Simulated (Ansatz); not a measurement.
# Al3Ni2: further runs on the relaxed cell

One table from this session's results is given with a row withheld; the runs are named, their logs left out.

Computed with Ansatz 0.2.0 (DFT r2SCAN, scalar-relativistic, plane waves, PAW, unless a step's input says otherwise).

1 further run of the same task is left out (set aside as unsound or not needed).

## The system as given

It takes space group P-3m1 (No. 164, trigonal). Conventional cell: a = 4.007 Å, b = 4.007 Å, c = 4.862 Å, α = 90.00°, β = 90.00°, γ = 120.00°. Al (site symmetry -3m) has 6 Ni at 2.42 Å as nearest neighbours. Al (site symmetry 3m) has 5 Ni at 2.42 to 2.52 Å and 3 Al at 2.73 Å as nearest neighbours. Around Ni (site symmetry 3m) lie 8 Al at 2.42 to 2.52 Å and 3 Ni at 2.72 Å.

As a file:

```cif
data_structure
_symmetry_space_group_name_H-M 'P-3m1'
_symmetry_Int_Tables_number 164
_cell_length_a 4.0067
_cell_length_b 4.0067
_cell_length_c 4.8615
_cell_angle_alpha 90.000
_cell_angle_beta 90.000
_cell_angle_gamma 120.000
_cell_volume 67.59
loop_
_atom_site_label
_atom_site_type_symbol
_atom_site_symmetry_multiplicity
_atom_site_Wyckoff_symbol
_atom_site_fract_x
_atom_site_fract_y
_atom_site_fract_z
_atom_site_occupancy
Al1 Al 1 a 0.00000 0.00000 0.00000 1
Al2 Al 2 d 0.33333 0.66667 0.64844 1
Ni1 Ni 2 d 0.33333 0.66667 0.14621 1
```

It goes back to an entry of the Materials Project, which need not be the stable form.

This cell was relaxed beforehand with the same method: volume 13.52 Å³/atom, gap on the mesh none (metal).

Set-up of the first run:

input.yaml

```yaml
crystal:
  lattice:
    - [3.966246662, 0.0, 0.0]
    - [-1.983123331, 3.434870367, 0.0]
    - [0.0, 0.0, 4.8124173349]
  atoms:
    - { symbol: Al, position: [0.0, 0.0, 0.0] }
    - { symbol: Al, position: [0.3333333333, 0.6666666667, 0.6484376367] }
    - { symbol: Al, position: [0.6666666667, 0.3333333333, 0.3515623633] }
    - { symbol: Ni, position: [0.3333333333, 0.6666666667, 0.1462123368] }
    - { symbol: Ni, position: [0.6666666667, 0.3333333333, 0.8537876632] }
basis:
  ecutwfc: 500
kpoints:
  mp_grid: { grid: [12, 12, 8] }
hamiltonian:
  xc: r2scan
scf:
  occupations: { method: gaussian, width: 0.1 }
output:
  forces: true
  stress: true
  eigenvalues: true
relax:
  adjacent_minimum: "off"
  f_tol: 0.01
  max_steps: 30
  cell: { stress_tol: 0.1, fix: [volume] }
```

Run with:

```
ansatz run input.yaml --threads 1 --pin off --max-ram 2560MiB --backend cpu --events-out ev --progress --plain --runs-dir out
```

Among the steps run: The cell scaled to 0.97 of its volume; Volume × 1.03; Point at V/V0 = 0.94; Volume × 1.06; Point at V/V0 = 0.91; Point at V/V0 = 1.10; Volume × 0.88.

One of the session's tables, all rows but one given; the rest of the session is left out.

It belongs to the step «Energy against volume». 

| volume (Å³/atom) | energy above the lowest point (meV/atom) | pressure (GPa) |
| --- | --- | --- |
| 11.896 | 110.1 | 24.33 |
| 12.301 | 58.4 | 16.73 |
| 12.707 | ? | ? |
| 13.112 | 5.8 | 4.71 |
| 13.518 | 0.0 | -0.01 |
| 13.924 | 5.3 | -4.04 |
| 14.329 | 20.0 | -7.47 |
| 14.870 | 51.9 | -11.28 |

Q: Estimate the row for volume (Å³/atom) = 12.707 from the others.

Worked estimate for «energy above the lowest point (meV/atom)». A straight line through the neighbours (12.301, 58.4) and (13.112, 5.8) gives 58.4 + (5.8 − 58.4) × (12.707 − 12.301) / (13.112 − 12.301) = 32.1; a parabola fitted to 4 rows on both sides gives 24.4.

The run gave: energy above the lowest point (meV/atom): 24.5; pressure (GPa): 10.24. In «energy above the lowest point (meV/atom)» the line misses by +7.6 and the parabola by -0.1.

Caveats from the session: Spin polarisation is off in the runs that give these values; a magnetic solution could lie lower.
